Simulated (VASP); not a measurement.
# Sb (Im-3m) in VASP: a series of runs

One crystal, Sb, is run at these levels: PBE; tasks: single point.

Everything below comes from runs of VASP 6.6.1. Logs are shortened: lines on timing, memory, paths and dates and some standing lists are left out, and cuts for length are marked.

### 1 Starting point

The structure is cubic, space group Im-3m (No. 229). The conventional cell has a = 3.743 Å, b = 3.743 Å, c = 3.743 Å, α = 90.00°, β = 90.00°, γ = 90.00°. Around Sb (site symmetry m-3m) lie 8 Sb at 3.24 Å.

This isn't the form of Sb at room conditions, which is rhombohedral.

### 2 Single point, PBE

Input file INCAR:

```
SYSTEM = Sb
PREC = Accurate
ENCUT = 350
EDIFF = 1E-6
ISMEAR = 0
SIGMA = 0.05
LREAL = .False.
LASPH = .True.
NELM = 100
ALGO = Normal
ISIF = 2
LWAVE = .False.
LCHARG = .False.
GGA = PE
ADDGRID = .False.
```

Input file KPOINTS:

```
Automatic mesh
0
Gamma
  7 7 7
  0 0 0
```

Input file POSCAR:

```
Sb
1.0
   -1.8713408863      1.8713408863      1.8713408863
    1.8713408863     -1.8713408863      1.8713408863
    1.8713408863      1.8713408863     -1.8713408863
Sb
1
Direct
    0.0000000000      0.0000000000      0.0000000000
```

Potentials or basis: VASP PAW PBE potentials, release 64 (Sb).

Run with:

```sh
cat potpaw_PBE.64/Sb/POTCAR > POTCAR
mpirun -np 1 vasp_std > vasp.out
```

OUTCAR:

```text
SYSTEM = Sb
   PREC = Accurate
   ENCUT = 350
   EDIFF = 1E-6
   ISMEAR = 0
   LREAL = .False.
   LASPH = .True.
   NELM = 100
   ISIF = 2
   GGA = PE

 Found     20 irreducible k-points:

 Following reciprocal coordinates:
            Coordinates               Weight
  0.000000  0.000000  0.000000      1.000000
  0.142857  0.000000  0.000000     12.000000
  0.285714  0.000000  0.000000     12.000000
  0.428571  0.000000  0.000000     12.000000
  0.142857  0.142857  0.000000     24.000000
  0.285714  0.142857  0.000000     48.000000
   k-points           NKPTS =     20   k-points in BZ     NKDIM =     20   number of bands    NBANDS=      6
   number of dos      NEDOS =    301   number of ions     NIONS =      1
   total plane-waves  NPLWV =   8000
   dimension x,y,z NGX =    20 NGY =   20 NGZ =   20
   dimension x,y,z NGXF=    40 NGYF=   40 NGZF=   40
   ions per type =               1
   NGX,Y,Z   is equivalent  to a cutoff of  10.26, 10.26, 10.26 a.u.
   NGXF,Y,Z  is equivalent  to a cutoff of  20.52, 20.52, 20.52 a.u.
 SYSTEM =  Sb
   PREC   = accura    normal or accurate (medium, high low for compatibility)
   ISTART =      0    job   : 0-new  1-cont  2-samecut
   ICHARG =      2    charge: 1-file 2-atom 10-const
   ISPIN  =      1    spin polarized calculation?
   LNONCOLLINEAR =      F non collinear calculations
   LSORBIT =      F    spin-orbit coupling
   LASPH  =      T    aspherical Exc in radial PAW
   ENCUT  =  350.0 eV  25.72 Ry    5.07 a.u.   4.94  4.94  4.94*2*pi/ulx,y,z
   NELM   =    100;   NELMIN=  2; NELMDL= -5     # of ELM steps
   EDIFF  = 0.1E-05   stopping-criterion for ELM
   LREAL  =      F    real-space projection
   EDIFFG = 0.1E-04   stopping-criterion for IOM
   NSW    =      0    number of steps for IOM
   IBRION =     -1    ionic relax: 0-MD 1-quasi-New 2-CG
   NFREE  =      0    steps in history (QN), initial steepest desc. (CG)
   ISIF   =      2    stress and relaxation
   ISYM   =      2    0-nonsym 1-usesym 2-fastsym
   POTIM  = 0.5000    time-step for ionic-motion
   TEBEG  =    0.0;   TEEND  =   0.0 temperature during run
   PSTRESS=    0.0 pullay stress
   NELECT =       5.0000    total number of electrons
   NUPDOWN=      -1.0000    fix difference up-down
   EMIN   =  10.00;   EMAX   =-10.00  energy-range for DOS
   EFERMI =   0.00;   METHOD = LEGACY
   ISMEAR =     0;   SIGMA  =   0.05  broadening in eV -4-tet -1-fermi 0-gaus
   EFERMI_NEDOS =   21; number of points for ismear=-14 and -15
   IALGO  =     38    algorithm
   IMIX   =      4    mixing-type and parameters
     AMIX     =   0.40;   BMIX     =  1.00
     AMIX_MAG =   1.60;   BMIX_MAG =  1.00
  volume/ion in A,a.u.               =      26.21       176.89
  Fermi-wavevector in a.u.,A,eV,Ry     =   0.942378  1.780837 12.083018  0.888077
  Thomas-Fermi vector in A             =   2.069982
   LORBIT       =      0    0 simple, 1 ext, 2 COOP (PROOUT), +10 PAW based schemes
   GGA     = PE    functional components
   LHFCALC =     F    Hartree Fock is set to
   AEXX    =    0.0000 exact exchange contribution
   IVDW    =     0    specifies the selected vdW correction
   LEPSILON=     F    determine dielectric tensor
   LRPA    =     F    only Hartree local field effects (RPA)
 non-spin polarized calculation
 Gauss-broadening in eV      SIGMA  =   0.05
  energy-cutoff  :      350.00
  volume of cell :       26.21
 maximum number of plane-waves:       400
   NGX =  9   NGY =  9   NGZ =  9

 number of electron       5.0000002 magnetization

 Free energy of the ion-electron system (eV)
  ---------------------------------------------------
  ext. energy  EPLUGINS =         0.00000000
  ---------------------------------------------------
  free energy    TOTEN  =        -3.81865033 eV

  energy without entropy =       -3.81705309  energy(sigma->0) =       -3.81785171

 E-fermi :   8.9287     XC(G=0): -10.3513

 val. band max:        8.8874135937   @ k =   0.2857   0.1429   0.1429
 cond. band min:       8.9837958729   @ k =  -0.4286   0.4286   0.2857
 fundamental gap:      0.0963822792
 Fermi energy:         8.9287218755

 k-point     1 :       0.0000    0.0000    0.0000
  band No.  band energies     occupation
      1      -4.2567      2.00000
      2      14.4978      0.00000
      3      14.4978      0.00000
      4      14.4978      0.00000
      5      19.4446      0.00000
      6      19.4446      0.00000

 k-point     2 :       0.1429    0.0000    0.0000
  band No.  band energies     occupation
      1      -3.8190      2.00000
      2      11.7223      0.00000
      3      13.3045      0.00000
      4      14.1208      0.00000
      5      17.6826      0.00000
      6      17.8650      0.00000

 k-point     3 :       0.2857    0.0000    0.0000
  band No.  band energies     occupation
      1      -2.5293      2.00000
      2       7.4067      2.00000
      3      11.6365      0.00000
      4      13.2996      0.00000
      5      16.1388      0.00000
      6      16.5149      0.00000

 k-point     4 :       0.4286    0.0000    0.0000
  band No.  band energies     occupation
      1      -0.6212      2.00000
      2       3.8211      2.00000
      3      10.6715      0.00000
      4      12.7088      0.00000
      5      15.4024      0.00000
      6      15.8381      0.00000

 k-point     5 :       0.1429    0.1429    0.0000
  band No.  band energies     occupation
      1      -2.9537      2.00000
      2       9.1031      0.00000
      3      11.0508      0.00000
      4      12.9382      0.00000
      5      17.2832      0.00000
      6      17.9075      0.00000

 k-point     6 :       0.2857    0.1429    0.0000
  band No.  band energies     occupation
      1      -1.3064      2.00000
      2       5.6467      2.00000
      3       9.1615      0.00000
      4      12.0046      0.00000
      5      16.5729      0.00000
      6      18.4231      0.00000

 [... further k-points ...]

------------------------ aborting loop because EDIFF is reached ----------------------------------------

  FORCE on cell =-STRESS in cart. coord.  units (eV):
  Direction    XX          YY          ZZ          XY          YZ          ZX
  --------------------------------------------------------------------------------------
  -------------------------------------------------------------------------------------
  Total        0.2750272      0.2750272      0.2750272     -0.0000000     -0.0000000      0.0000000
  in kB       16.8099920     16.8099920     16.8099920     -0.0000000     -0.0000000      0.0000000
  external PRESSURE =      16.8099920 kB  Pullay stress =       0.0000000 kB

 VOLUME and BASIS-vectors are now :
 -----------------------------------------------------------------------------
  energy-cutoff  :      350.00
  volume of cell :       26.21
      direct lattice vectors                 reciprocal lattice vectors
    -1.871340886  1.871340886  1.871340886     0.000000000  0.267188092  0.267188092
     1.871340886 -1.871340886  1.871340886     0.267188092  0.000000000  0.267188092
     1.871340886  1.871340886 -1.871340886     0.267188092  0.267188092  0.000000000

 POSITION                                       TOTAL-FORCE (eV/Angst)
 -----------------------------------------------------------------------------------
      0.00000      0.00000      0.00000        -0.000000     -0.000000      0.000000
 -----------------------------------------------------------------------------------
    total drift:                               -0.000000     -0.000000      0.000000

  FREE ENERGIE OF THE ION-ELECTRON SYSTEM (eV)
  ---------------------------------------------------
  free  energy   TOTEN  =        -3.8186503302 eV

  energy  without entropy=       -3.8170530895  energy(sigma->0) =       -3.81785171
```

OSZICAR:

```text
N       E                     dE             d eps       ncg     rms          rms(c)
DAV:   1     0.445632975586E+01    0.44563E+01   -0.12524E+03   246   0.375E+02
DAV:   2    -0.373452020017E+01   -0.81908E+01   -0.79798E+01   360   0.626E+01
DAV:   3    -0.382239649729E+01   -0.87876E-01   -0.85887E-01   294   0.691E+00
DAV:   4    -0.382262727021E+01   -0.23077E-03   -0.23077E-03   312   0.467E-01
DAV:   5    -0.382262828245E+01   -0.10122E-05   -0.10127E-05   318   0.227E-02    0.184E+00
DAV:   6    -0.381999238662E+01    0.26359E-02   -0.20646E-03   246   0.317E-01    0.105E+00
DAV:   7    -0.381863028102E+01    0.13621E-02   -0.43590E-03   252   0.453E-01    0.616E-02
DAV:   8    -0.381864970859E+01   -0.19428E-04   -0.59350E-05   294   0.742E-02    0.568E-03
DAV:   9    -0.381865033018E+01   -0.62159E-06   -0.83236E-07   288   0.878E-03
   1 F= -.38186503E+01 E0= -.38178517E+01  d E =-.159724E-02
```

It took 4 s on 1 thread of AMD EPYC 7R43 (Zen 3), shared host; peak memory 0.08 GiB.

These settings aren't checked as converged: the numbers below hold their error.

What came out:

```yaml
Free_energy: -3.8187 eV
Pressure: 1.7 GPa
Band_gap_on_the_k_mesh: none (metal or under the smearing width)
```

### 3 Single point, PBE

INCAR is that of step 2.

KPOINTS is that of step 2.

Input file POSCAR:

```
Sb
1.0
   -1.8488020000      1.8498240000      1.9110830000
    1.8778730000     -1.8297390000      1.9200690000
    1.8451380000      1.8260750000     -1.8909980000
Sb
1
Direct
   -0.0010080000      0.0132760000      0.0062290000
```

Potentials or basis: VASP PAW PBE potentials, release 64 (Sb).

Run with:

```sh
cat potpaw_PBE.64/Sb/POTCAR > POTCAR
mpirun -np 1 vasp_std > vasp.out
```

Run time: 15 s. Hardware: 1 thread of AMD EPYC 7R43 (Zen 3), shared host; peak memory 0.09 GiB.

The run converged, but some of its settings lie outside the range that counts as converged, so its numbers aren't taken as properties of the crystal.

Results:

- Free energy: -3.8227 eV
- Pressure: 2.5 GPa
- Band gap on the k mesh: none (metal or under the smearing width)

### 4 Single point, PBE

INCAR: that of step 3 with these lines changed.

```diff
@@ -2,3 +2,3 @@
 PREC = Accurate
-ENCUT = 350
+ENCUT = 700
 EDIFF = 1E-6
```

Input file KPOINTS:

```
Automatic mesh
0
Gamma
  5 5 5
  0 0 0
```

Input file POSCAR:

```
Sb
1.0
   -1.8713408863      1.8713408863      1.8713408863
    1.8713408863     -1.8713408863      1.8713408863
    1.8713408863      1.8713408863     -1.8713408863
Sb
1
Direct
    0.0000000000      0.0000000000      0.0000000000
```

Potentials or basis: VASP PAW PBE potentials, release 64 (Sb).

Run with:

```sh
cat potpaw_PBE.64/Sb/POTCAR > POTCAR
mpirun -np 1 vasp_std > vasp.out
```

OUTCAR:

```text
SYSTEM = Sb
   PREC = Accurate
   ENCUT = 700
   EDIFF = 1E-6
   ISMEAR = 0
   LREAL = .False.
   LASPH = .True.
   NELM = 100
   ISIF = 2
   GGA = PE

 Found     10 irreducible k-points:

 Following reciprocal coordinates:
            Coordinates               Weight
  0.000000  0.000000  0.000000      1.000000
  0.200000  0.000000  0.000000     12.000000
  0.400000  0.000000  0.000000     12.000000
  0.200000  0.200000  0.000000     24.000000
  0.400000  0.200000  0.000000     24.000000
  0.200000  0.200000  0.200000      8.000000
   k-points           NKPTS =     10   k-points in BZ     NKDIM =     10   number of bands    NBANDS=      6
   number of dos      NEDOS =    301   number of ions     NIONS =      1
   total plane-waves  NPLWV =  21952
   dimension x,y,z NGX =    28 NGY =   28 NGZ =   28
   dimension x,y,z NGXF=    56 NGYF=   56 NGZF=   56
   ions per type =               1
   NGX,Y,Z   is equivalent  to a cutoff of  14.36, 14.36, 14.36 a.u.
   NGXF,Y,Z  is equivalent  to a cutoff of  28.72, 28.72, 28.72 a.u.
 SYSTEM =  Sb
   PREC   = accura    normal or accurate (medium, high low for compatibility)
   ISTART =      0    job   : 0-new  1-cont  2-samecut
   ICHARG =      2    charge: 1-file 2-atom 10-const
   ISPIN  =      1    spin polarized calculation?
   LNONCOLLINEAR =      F non collinear calculations
   LSORBIT =      F    spin-orbit coupling
   LASPH  =      T    aspherical Exc in radial PAW
   ENCUT  =  700.0 eV  51.45 Ry    7.17 a.u.   6.99  6.99  6.99*2*pi/ulx,y,z
   NELM   =    100;   NELMIN=  2; NELMDL= -5     # of ELM steps
   EDIFF  = 0.1E-05   stopping-criterion for ELM
   LREAL  =      F    real-space projection
   EDIFFG = 0.1E-04   stopping-criterion for IOM
   NSW    =      0    number of steps for IOM
   IBRION =     -1    ionic relax: 0-MD 1-quasi-New 2-CG
   NFREE  =      0    steps in history (QN), initial steepest desc. (CG)
   ISIF   =      2    stress and relaxation
   ISYM   =      2    0-nonsym 1-usesym 2-fastsym
   POTIM  = 0.5000    time-step for ionic-motion
   TEBEG  =    0.0;   TEEND  =   0.0 temperature during run
   PSTRESS=    0.0 pullay stress
   NELECT =       5.0000    total number of electrons
   NUPDOWN=      -1.0000    fix difference up-down
   EMIN   =  10.00;   EMAX   =-10.00  energy-range for DOS
   EFERMI =   0.00;   METHOD = LEGACY
   ISMEAR =     0;   SIGMA  =   0.05  broadening in eV -4-tet -1-fermi 0-gaus
   EFERMI_NEDOS =   21; number of points for ismear=-14 and -15
   IALGO  =     38    algorithm
   IMIX   =      4    mixing-type and parameters
     AMIX     =   0.40;   BMIX     =  1.00
     AMIX_MAG =   1.60;   BMIX_MAG =  1.00
  volume/ion in A,a.u.               =      26.21       176.89
  Fermi-wavevector in a.u.,A,eV,Ry     =   0.942378  1.780837 12.083018  0.888077
  Thomas-Fermi vector in A             =   2.069982
   LORBIT       =      0    0 simple, 1 ext, 2 COOP (PROOUT), +10 PAW based schemes
   GGA     = PE    functional components
   LHFCALC =     F    Hartree Fock is set to
   AEXX    =    0.0000 exact exchange contribution
   IVDW    =     0    specifies the selected vdW correction
   LEPSILON=     F    determine dielectric tensor
   LRPA    =     F    only Hartree local field effects (RPA)
 non-spin polarized calculation
 Gauss-broadening in eV      SIGMA  =   0.05
  energy-cutoff  :      700.00
  volume of cell :       26.21
 maximum number of plane-waves:      1121
   NGX = 13   NGY = 13   NGZ = 13

 number of electron       5.0000000 magnetization

 Free energy of the ion-electron system (eV)
  ---------------------------------------------------
  ext. energy  EPLUGINS =         0.00000000
  ---------------------------------------------------
  free energy    TOTEN  =        -3.86220673 eV

  energy without entropy =       -3.85210473  energy(sigma->0) =       -3.85715573

 E-fermi :   8.9107     XC(G=0): -10.3537

 val. band max:        8.9032002125   @ k =   0.2000   0.2000   0.0000
 cond. band min:       8.9279612899   @ k =  -0.4000   0.4000   0.2000
 fundamental gap:      0.0247610774
 Fermi energy:         8.9106592227

 k-point     1 :       0.0000    0.0000    0.0000
  band No.  band energies     occupation
      1      -4.2605      2.00000
      2      14.4922      0.00000
      3      14.4922      0.00000
      4      14.4922      0.00000
      5      19.4385      0.00000
      6      19.4385      0.00000

 k-point     2 :       0.2000    0.0000    0.0000
  band No.  band energies     occupation
      1      -3.4056      2.00000
      2       9.9799      0.00000
      3      12.5847      0.00000
      4      13.8017      0.00000
      5      16.9581      0.00000
      6      17.2421      0.00000

 k-point     3 :       0.4000    0.0000    0.0000
  band No.  band energies     occupation
      1      -1.0124      2.00000
      2       4.4099      2.00000
      3      10.7865      0.00000
      4      12.7811      0.00000
      5      15.4859      0.00000
      6      15.9158      0.00000

 k-point     4 :       0.2000    0.2000    0.0000
  band No.  band energies     occupation
      1      -1.7529      2.00000
      2       6.7967      2.00000
      3       8.9032      1.16709
      4      12.0982      0.00000
      5      17.1440      0.00000
      6      18.1228      0.00000

 k-point     5 :       0.4000    0.2000    0.0000
  band No.  band energies     occupation
      1       0.3927      2.00000
      2       3.7309      2.00000
      3       7.3254      2.00000
      4      11.4251      0.00000
      5      16.8646      0.00000
      6      19.6090      0.00000

 k-point     6 :       0.2000    0.2000    0.2000
  band No.  band energies     occupation
      1       0.2656      2.00000
      2       5.0413      2.00000
      3       7.3646      2.00000
      4       7.3646      2.00000
      5      21.9771      0.00000
      6      21.9771      0.00000

 [... further k-points ...]

------------------------ aborting loop because EDIFF is reached ----------------------------------------

  FORCE on cell =-STRESS in cart. coord.  units (eV):
  Direction    XX          YY          ZZ          XY          YZ          ZX
  --------------------------------------------------------------------------------------
  -------------------------------------------------------------------------------------
  Total        0.1766877      0.1766877      0.1766877      0.0000000     -0.0000000      0.0000000
  in kB       10.7993627     10.7993627     10.7993627      0.0000000     -0.0000000      0.0000000
  external PRESSURE =      10.7993627 kB  Pullay stress =       0.0000000 kB

 VOLUME and BASIS-vectors are now :
 -----------------------------------------------------------------------------
  energy-cutoff  :      700.00
  volume of cell :       26.21
      direct lattice vectors                 reciprocal lattice vectors
    -1.871340886  1.871340886  1.871340886     0.000000000  0.267188092  0.267188092
     1.871340886 -1.871340886  1.871340886     0.267188092  0.000000000  0.267188092
     1.871340886  1.871340886 -1.871340886     0.267188092  0.267188092  0.000000000

 POSITION                                       TOTAL-FORCE (eV/Angst)
 -----------------------------------------------------------------------------------
      0.00000      0.00000      0.00000         0.000000     -0.000000      0.000000
 -----------------------------------------------------------------------------------
    total drift:                                0.000000     -0.000000     -0.000000

  FREE ENERGIE OF THE ION-ELECTRON SYSTEM (eV)
  ---------------------------------------------------
  free  energy   TOTEN  =        -3.8622067310 eV

  energy  without entropy=       -3.8521047329  energy(sigma->0) =       -3.85715573
```

OSZICAR:

```text
N       E                     dE             d eps       ncg     rms          rms(c)
DAV:   1     0.954727368766E+01    0.95473E+01   -0.19136E+03   120   0.687E+02
DAV:   2    -0.368588394643E+01   -0.13233E+02   -0.12658E+02   174   0.799E+01
DAV:   3    -0.386645155285E+01   -0.18057E+00   -0.17784E+00   156   0.100E+01
DAV:   4    -0.386716637090E+01   -0.71482E-03   -0.71083E-03   156   0.717E-01
DAV:   5    -0.386716892072E+01   -0.25498E-05   -0.25494E-05   162   0.297E-02    0.183E+00
DAV:   6    -0.386378026214E+01    0.33887E-02   -0.23454E-03   144   0.336E-01    0.104E+00
DAV:   7    -0.386217810014E+01    0.16022E-02   -0.47300E-03   126   0.474E-01    0.615E-02
DAV:   8    -0.386220624348E+01   -0.28143E-04   -0.71006E-05   168   0.838E-02    0.477E-03
DAV:   9    -0.386220673095E+01   -0.48748E-06   -0.68593E-07   150   0.821E-03
   1 F= -.38622067E+01 E0= -.38571557E+01  d E =-.101020E-01
```

stdout:

```text
POSCAR found type information on POSCAR Sb
 POSCAR found :  1 types and       1 ions
 scaLAPACK will be used
 LDA part: xc-table for (Slater+PW92), standard interpolation
 POSCAR, INCAR and KPOINTS ok, starting setup
 FFT: planning ... GRIDC
 FFT: planning ... GRID_SOFT
 FFT: planning ... GRID
 WAVECAR not read
 entering main loop
```

It took 5.3 s on 1 thread of AMD EPYC 7R43 (Zen 3), shared host; peak memory 0.12 GiB.

The run converged, but some of its settings lie outside the range that counts as converged, so its numbers aren't taken as properties of the crystal.

Results:

* Free energy: -3.8622 eV
* Pressure: 1.1 GPa
* Band gap on the k mesh: none (metal or under the smearing width)

Caveat: the k mesh is coarse (spacing up to 0.47 Å⁻¹), so the values aren't converged.

### 5 Single point, PBE

INCAR is that of step 4.

KPOINTS is that of step 4.

Input file POSCAR:

```
Sb
1.0
   -1.8488020000      1.8498240000      1.9110830000
    1.8778730000     -1.8297390000      1.9200690000
    1.8451380000      1.8260750000     -1.8909980000
Sb
1
Direct
   -0.0010080000      0.0132760000      0.0062290000
```

Run with:

```sh
cat potpaw_PBE.64/Sb/POTCAR > POTCAR
mpirun -np 1 vasp_std > vasp.out
```

Run time: 17 s. Hardware: 1 thread of AMD EPYC 7R43 (Zen 3), shared host; peak memory 0.13 GiB.

The run converged, but some of its settings lie outside the range that counts as converged, so its numbers aren't taken as properties of the crystal.

Results:

```
Free energy            : -3.8928 eV
Pressure               : 1.0 GPa
Band gap on the k mesh : none (metal or under the smearing width)
```

Caveat: the k mesh is coarse (spacing up to 0.48 Å⁻¹), so the values aren't converged.
